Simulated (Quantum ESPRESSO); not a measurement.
A run of Quantum ESPRESSO 7.5:

File pw.in:

```
&CONTROL
  calculation = 'scf'
  prefix = 'pwscf'
  outdir = './tmp'
  pseudo_dir = './pseudo'
  tprnfor = .true.
  tstress = .true.
  disk_io = 'low'
/
&SYSTEM
  ibrav = 0
  celldm(1) = 8
  nat = 12
  ntyp = 2
  ecutwfc = 45
  ecutrho = 360
  nbnd = 62
  occupations = 'smearing'
  smearing = 'fd'
  degauss = 0.00367493
/
&ELECTRONS
  conv_thr = 2.4d-09
  electron_maxstep = 120
  mixing_beta = 0.5
/
ATOMIC_SPECIES
Hf   178.4900 hf_pbesol_v1.uspp.F.UPF
O     15.9990 o_pbesol_v1.2.uspp.F.UPF
CELL_PARAMETERS alat
  1.2089522882293   0.0000000000000   0.0000000000000
  0.0000000000000   1.2249440955590   0.0000000000000
 -0.2028297520444   0.0000000000000   1.2315976182400
ATOMIC_POSITIONS crystal
Hf     0.2755000000    0.4603000000    0.7080000000
Hf     0.7245000000    0.9603000000    0.7920000000
Hf     0.7245000000    0.5397000000    0.2920000000
Hf     0.2755000000    0.0397000000    0.2080000000
O      0.0742000000    0.1684000000    0.8467000000
O      0.9258000000    0.6684000000    0.6533000000
O      0.9258000000    0.8316000000    0.1533000000
O      0.0742000000    0.3316000000    0.3467000000
O      0.4487000000    0.7419000000    0.9801000000
O      0.5513000000    0.2419000000    0.5199000000
O      0.5513000000    0.2581000000    0.0199000000
O      0.4487000000    0.7581000000    0.4801000000
K_POINTS automatic
5 5 5 0 0 0
```

bands.in

```
&CONTROL
  calculation = 'bands'
  prefix = 'pwscf'
  outdir = './tmp'
  pseudo_dir = './pseudo'
  disk_io = 'low'
  verbosity = 'high'
/
&SYSTEM
  ibrav = 0
  celldm(1) = 8
  nat = 12
  ntyp = 2
  ecutwfc = 45
  ecutrho = 360
  nbnd = 62
  occupations = 'smearing'
  smearing = 'fd'
  degauss = 0.00367493
/
&ELECTRONS
  conv_thr = 1d-08
  electron_maxstep = 120
  mixing_beta = 0.5
  diago_full_acc = .true.
  startingwfc = 'random'
/
ATOMIC_SPECIES
Hf   178.4900 hf_pbesol_v1.uspp.F.UPF
O     15.9990 o_pbesol_v1.2.uspp.F.UPF
CELL_PARAMETERS alat
  1.2089522882293   0.0000000000000   0.0000000000000
  0.0000000000000   1.2249440955590   0.0000000000000
 -0.2028297520444   0.0000000000000   1.2315976182400
ATOMIC_POSITIONS crystal
Hf     0.2755000000    0.4603000000    0.7080000000
Hf     0.7245000000    0.9603000000    0.7920000000
Hf     0.7245000000    0.5397000000    0.2920000000
Hf     0.2755000000    0.0397000000    0.2080000000
O      0.0742000000    0.1684000000    0.8467000000
O      0.9258000000    0.6684000000    0.6533000000
O      0.9258000000    0.8316000000    0.1533000000
O      0.0742000000    0.3316000000    0.3467000000
O      0.4487000000    0.7419000000    0.9801000000
O      0.5513000000    0.2419000000    0.5199000000
O      0.5513000000    0.2581000000    0.0199000000
O      0.4487000000    0.7581000000    0.4801000000
K_POINTS crystal
60
 0.0000000000  0.0000000000  0.0000000000 1
 0.0000000000  0.0000000000  0.0833333333 1
 0.0000000000  0.0000000000  0.1666666667 1
 0.0000000000  0.0000000000  0.2500000000 1
 0.0000000000  0.0000000000  0.3333333333 1
 0.0000000000  0.0000000000  0.4166666667 1
 0.0000000000  0.0000000000  0.5000000000 1
-0.0865462035  0.0000000000  0.5145201305 1
-0.1730924069  0.0000000000  0.5290402610 1
-0.2596386104  0.0000000000  0.5435603915 1
-0.3461848138  0.0000000000  0.5580805220 1
-0.4327310173  0.0000000000  0.5726006525 1
-0.5000000000  0.0000000000  0.5000000000 1
-0.5000000000  0.0833333333  0.5000000000 1
-0.5000000000  0.1666666667  0.5000000000 1
-0.5000000000  0.2500000000  0.5000000000 1
-0.5000000000  0.3333333333  0.5000000000 1
-0.5000000000  0.4166666667  0.5000000000 1
-0.5000000000  0.5000000000  0.5000000000 1
-0.5672689827  0.5000000000  0.4273993475 1
-0.5538151862  0.5000000000  0.3419194780 1
-0.5403613896  0.5000000000  0.2564396085 1
-0.5269075931  0.5000000000  0.1709597390 1
-0.5134537965  0.5000000000  0.0854798695 1
-0.5000000000  0.5000000000  0.0000000000 1
-0.5000000000  0.4285714286  0.0000000000 1
-0.5000000000  0.3571428571  0.0000000000 1
-0.5000000000  0.2857142857  0.0000000000 1
-0.5000000000  0.2142857143  0.0000000000 1
-0.5000000000  0.1428571429  0.0000000000 1
-0.5000000000  0.0714285714  0.0000000000 1
-0.5000000000  0.0000000000  0.0000000000 1
-0.5112114971  0.0000000000  0.0712332246 1
-0.5224229942  0.0000000000  0.1424664492 1
-0.5336344914  0.0000000000  0.2136996738 1
-0.5448459885  0.0000000000  0.2849328984 1
-0.5560574856  0.0000000000  0.3561661229 1
-0.5672689827  0.0000000000  0.4273993475 1
-0.4327310173  0.5000000000  0.5726006525 1
-0.3606091810  0.5000000000  0.5605005437 1
-0.2884873448  0.5000000000  0.5484004350 1
-0.2163655086  0.5000000000  0.5363003262 1
-0.1442436724  0.5000000000  0.5242002175 1
-0.0721218362  0.5000000000  0.5121001087 1
 0.0000000000  0.5000000000  0.5000000000 1
 0.0000000000  0.5000000000  0.4285714286 1
 0.0000000000  0.5000000000  0.3571428571 1
 0.0000000000  0.5000000000  0.2857142857 1
 0.0000000000  0.5000000000  0.2142857143 1
 0.0000000000  0.5000000000  0.1428571429 1
 0.0000000000  0.5000000000  0.0714285714 1
 0.0000000000  0.5000000000  0.0000000000 1
 0.0000000000  0.0000000000  0.5000000000 1
 0.0000000000  0.0714285714  0.5000000000 1
 0.0000000000  0.1428571429  0.5000000000 1
 0.0000000000  0.2142857143  0.5000000000 1
 0.0000000000  0.2857142857  0.5000000000 1
 0.0000000000  0.3571428571  0.5000000000 1
 0.0000000000  0.4285714286  0.5000000000 1
 0.0000000000  0.5000000000  0.5000000000 1
```

Potentials or basis: GBRV 1.5 PBEsol.

The run is started by

```bash
$ OMP_NUM_THREADS=1 mpirun -n 2 pw.x -nk 2 -in pw.in > pw.out
$ OMP_NUM_THREADS=1 mpirun -n 2 pw.x -nk 2 -in bands.in > bands.out
```

Hardware: 2 MPI ranks on Intel(R) Xeon(R) Platinum 8488C (Sapphire Rapids), with other jobs on the host.

Question: How long does it take, and how much memory?

Answer: Run time: 5.8 min on 2 MPI ranks on Intel(R) Xeon(R) Platinum 8488C (Sapphire Rapids), on a shared host, peak memory 1.1 GiB a rank. Counts: scf iterations 11, k pools 2, bands 62, k points 39, g dense 107713.
